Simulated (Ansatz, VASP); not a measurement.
**GaCo: VASP beside Ansatz**

```
CELL_PARAMETERS angstrom
2.88310 0.00000 0.00000
0.00000 2.88310 0.00000
0.00000 0.00000 2.73895
ATOMIC_POSITIONS crystal
Ga 0.50000 0.50000 0.50000
Co 0.00000 0.00000 0.00000
```

Change from the starting cell: strain +0.000 along x and y, -0.050 along z, atoms carried along.

Alike in both runs: task single point; functional PBEsol; k mesh 16 × 16 × 16; occupations gaussian, width 0.15 eV; no spin polarisation.

|  | VASP | Ansatz |
| --- | --- | --- |
| version | VASP 6.6.1 | Ansatz 0.2.0 |
| potentials or method | VASP PAW PBE potentials, release 64 (Ga_d, Co) | scalar-relativistic, plane waves, PAW |
| plane-wave cutoff (eV) | 520 | 420 |
| valence electrons in the cell | 22 | 30 |

|  | VASP | Ansatz | Ansatz less VASP |
| --- | --- | --- | --- |
| gap on the k mesh at the Fermi level (eV) | none | none | - |
| pressure (GPa) | 1.7 | 1.5 | -0.22 |
| largest component of the traceless stress (GPa) | 4.17 | 4.16 | -0.005 |

A gap of «none» marks a metal or a gap that the smearing closes. The functional is the same, so the differences come from potentials, cutoffs and numerics. The two sets of potentials don't hold the same shells in valence.

Caveats: the PAW data sets were made with another functional, which shifts forces and pressure a little (VASP). Spin polarisation is off, so any magnetic state and its effect on volume and gap are missing.
